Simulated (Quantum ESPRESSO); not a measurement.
**ZrH2 under changes of volume**

One of the cells (9.323 Å³/atom); the others are scaled copies at fixed shape and fractional positions:

```xyz
3
Lattice="0.0000 2.4092 2.4092 2.4092 0.0000 2.4092 2.4092 2.4092 0.0000" Properties=species:S:1:pos:R:3 pbc="T T T"
Zr    0.0000    0.0000    0.0000
H     1.2046    1.2046    1.2046
H     3.6138    3.6138    3.6138
```

The cell is a database's computed one.

```yaml
Program: Quantum ESPRESSO 7.5
Functional: r2SCAN
Potentials_or_basis: SG15 PBE 1.2
Cutoff: 952 eV
Density_cutoff: 3810 eV
k_mesh: 8 × 8 × 8
Occupations: fermi-dirac, width 0.05 eV
Spin: no spin polarisation
```

| volume (Å³/atom) | energy over the lowest point (meV/atom) | pressure (GPa) |
| --- | --- | --- |
| 8.763 | 9.57 | 7.3 |
| 8.950 | 2.88 | 3.9 |
| 9.136 | 0.00 | 0.8 |
| 9.323 | 0.53 | -2.0 |
| 9.509 | 4.17 | -4.5 |
| 9.696 | 10.60 | -6.8 |
| 9.882 | ? | ? |

Problem. What does the run at 9.882 Å³/atom give?

Solution. Energy over the lowest point 19.59 meV/atom; pressure -8.9 GPa.

Worked out: A Birch-Murnaghan fit of order 3 (a polynomial in V^(-2/3)) to the other rows has its minimum at 9.20 Å³/atom with B0 = V·E''(V) = 140 GPa and B' = 4.0. It gives 19.53 meV/atom at 9.882 Å³/atom, against the run's 19.59, and -dE/dV = -8.7 GPa, against -8.9.

Energies are extrapolated to zero smearing.

Caveats: the potentials were made for another functional, which shifts forces and pressure.
